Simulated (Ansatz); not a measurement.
## BaF$_{2}$: a fit and a missing row

BaF$_{2}$, Fm-3m, a = 6.246 Å. Ansatz: PBE, PAW, 420 eV, Γ-centred 6×6×6 mesh on 3 atoms, Gaussian smearing 0.02 eV; no spin polarisation. Symmetry fixes shape and atoms, so the cell is only scaled; pressure is positive in compression.

```
V (Å³/atom) P (GPa)
     17.869     9.36
     18.478     6.38
     19.088     3.88
     19.697     1.78
     20.306     0.01
     20.915    -1.48
     21.524    -2.73
     22.337        ?
```

Question: Take V0 = 20.306 Å³/atom, count pressures from its P0 = 0.01 GPa, fit the third-order Birch–Murnaghan form to the other rows, and predict the missing pressure.

Answer: With the Eulerian strain f = ½[(V0/V)^(2/3) − 1] and y = (P − P0)/[3f(1 + 2f)^(5/2)], the form is the line y = B0 + 1.5 B0 (B0′ − 4) f. Rows (f, y): 0.04449, 56.6; 0.03246, 55.9; 0.02105, 55.3; 0.01025, 54.7; -0.00975, 53.5; -0.01905, 52.8. Means f = 0.01324, y = 54.800; Σ(Δf)² = 0.002987, ΣΔfΔy = 0.1761; the slope is their ratio. y = 54.02 + 58.94 f GPa, so B0 = 54.0 GPa and B0′ = 4 + 2 × (58.94)/(3 × 54.02) = 4.73. At V = 22.337, f = -0.03079, y = 52.21 and P = -4.10 GPa. The run gave -4.10 GPa, the same to the digits shown. The form still works here, 22 % of the fitted range beyond its end.